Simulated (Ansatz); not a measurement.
Here is an Ansatz 0.2.0 calculation.

input.yaml

```yaml
crystal:
  lattice:
    - [4.26, 0.0, 0.0]
    - [0.0, 4.26, 0.0]
    - [0.0, 0.0, 4.26]
  atoms:
    - { symbol: Cu, position: [0.75, 0.25, 0.75] }
    - { symbol: Cu, position: [0.75, 0.75, 0.25] }
    - { symbol: Cu, position: [0.25, 0.75, 0.75] }
    - { symbol: Cu, position: [0.25, 0.25, 0.25] }
    - { symbol: O, position: [0.5, 0.5, 0.5] }
    - { symbol: O, position: [0.0, 0.0, 0.0] }
hamiltonian:
  xc: lda
  pseudopotentials: { kind: paw }
  hubbard: { sites: [{ species: Cu, l: d, u_eff: 7.0 }] }
kpoints:
  mp_grid: { grid: [6, 6, 6] }
  band_path:
    path:
      - [[0.0, 0.0, 0.0], [0.0, 0.5, 0.0], [0.5, 0.5, 0.0], [0.0, 0.0, 0.0], [0.5, 0.5, 0.5], [0.0, 0.5, 0.0]]
      - [[0.5, 0.5, 0.0], [0.5, 0.5, 0.5]]
    npoints: 14
scf:
  occupations: { method: fermi_dirac, width: 0.05 }
  n_extra_bands: 15
output:
  forces: true
  stress: true
  eigenvalues: true
  fatbands: true
```

Potentials or basis: Ansatz PAW.

Command:

```bash
$ ansatz run input.yaml --threads 2 --pin off --max-ram 5120MiB --backend cpu --events-out ev --progress --plain --runs-dir out
```

(1) Predict the pressure.

(2) Predict the band gap on the k mesh.

(3) Estimate the band gap along the path.

Results:

(1) -3.6 GPa.

(2) 0.99 eV, direct.

(3) 0.99 eV, direct.

Caveat: the pressure holds a Pulay correction of +0.5 GPa for the finite cutoff; the PAW data sets come from PBE, with cores solved anew for the run's functional, which leaves a small shift of forces and pressure.

**Experimental background.**

“Importance of surface oxygen vacancies for ultrafast hot carrier relaxation and transport in Cu2O”, 2021, arxiv:2103.03167 quotes, for a bulk crystal of Cu2O: band gap 2.17 eV (direct).

Measured gap of Cu2O: 2.17 eV (direct; quoted in “Importance of surface oxygen vacancies for ultrafast hot carrier relaxation and transport in Cu2O”, 2021, arxiv:2103.03167). This calculation gives 0.99 eV (-1.18 eV). So large a miss can be the level of theory's own, or it may mean another phase, state or a wrong row. The value is that of LDA+U, without temperature or zero-point motion.
